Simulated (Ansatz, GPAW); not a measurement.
Given: the input of a run of GPAW 26.7.0 (ASE script) on WC (Qusongite). 

File run.py:

```python
from ase.dft.bandgap import bandgap
from ase.io import read, write
from ase.units import Bohr, GPa
from gpaw import GPAW, PW
from gpaw.elf import elf_from_dft_calculation

atoms = read('POSCAR')

calc = GPAW(mode=PW(800),
            xc='PBE',
            kpts={'size': (10, 10, 9), 'gamma': True},
            occupations={'name': 'methfessel-paxton', 'order': 0, 'width': 0.028000000000000004},
            nbands=19,
            convergence={'density': 1e-05, 'energy': 1e-05},
            maxiter=150,
            txt='gpaw.txt')
atoms.calc = calc
energy = atoms.get_potential_energy()
forces = atoms.get_forces()
stress = atoms.get_stress()
calc.write('gs.gpw')
write('result.traj', atoms)
print(f'Energy: {energy:.6f} eV')
print('Forces (eV/A):')
print(forces.round(4))
print('Stress (GPa):', (stress / GPa).round(3))
print('Fermi level:', round(calc.get_fermi_level(), 4), 'eV')
print(f'Gap: {bandgap(calc)[0]:.4f} eV, direct: {bandgap(calc, direct=True)[0]:.4f} eV')

# fields on the real-space grid
write('density.cube', atoms, data=calc.get_pseudo_density() * Bohr**3)
write('potential.cube', atoms, data=calc.get_electrostatic_potential())
write('elf.cube', atoms, data=elf_from_dft_calculation(calc).data)
```

File POSCAR:

```
WC
1.0
    2.9065000000      0.0000000000      0.0000000000
   -1.4532500000      2.5171028361      0.0000000000
    0.0000000000      0.0000000000      2.8366000000
W C
1 1
Direct
    0.0000000000      0.0000000000      0.0000000000
    0.6666666667      0.3333333333      0.5000000000
```

Potentials or basis: GPAW PAW data sets (gpaw-data 1.2.1), pw.

Command:

```console
$ OMP_NUM_THREADS=1 python run.py
```

Question: What does the same run look like in Ansatz 0.2.0? Potentials or basis there: all-electron LAPW, scalar-relativistic.

Answer: As run (cutoffs and basis follow the program's own potentials, and thresholds, step limits or extra output files can differ):

input.yaml

```yaml
crystal:
  lattice:
    - [2.9065, 0.0, 0.0]
    - [-1.45325, 2.5171028361, 0.0]
    - [0.0, 0.0, 2.8366]
  atoms:
    - { symbol: W, position: [0.0, 0.0, 0.0] }
    - { symbol: C, position: [0.6666666667, 0.3333333333, 0.5] }
kpoints:
  mp_grid: { grid: [10, 10, 9] }
scf:
  occupations: { method: gaussian, width: 0.028 }
hamiltonian:
  xc: pbe
  pseudopotentials: { kind: all_electron, lapw: { basis_error: 0.001 } }
output:
  forces: true
  stress: true
  eigenvalues: true
```

Potentials or basis: all-electron LAPW, scalar-relativistic.

The run is started by

```bash
$ ansatz run input.yaml --threads 1 --pin off --max-ram 3072MiB --backend cpu --events-out ev --progress --plain --runs-dir out
```

Both were run:

|  | GPAW | Ansatz |
| --- | --- | --- |
| Pressure | 5.4 GPa | 5.7 GPa |

Where Ansatz's input types no cutoff or centring, it takes its own default and a Γ-centred mesh.

Pressure is positive in compression.
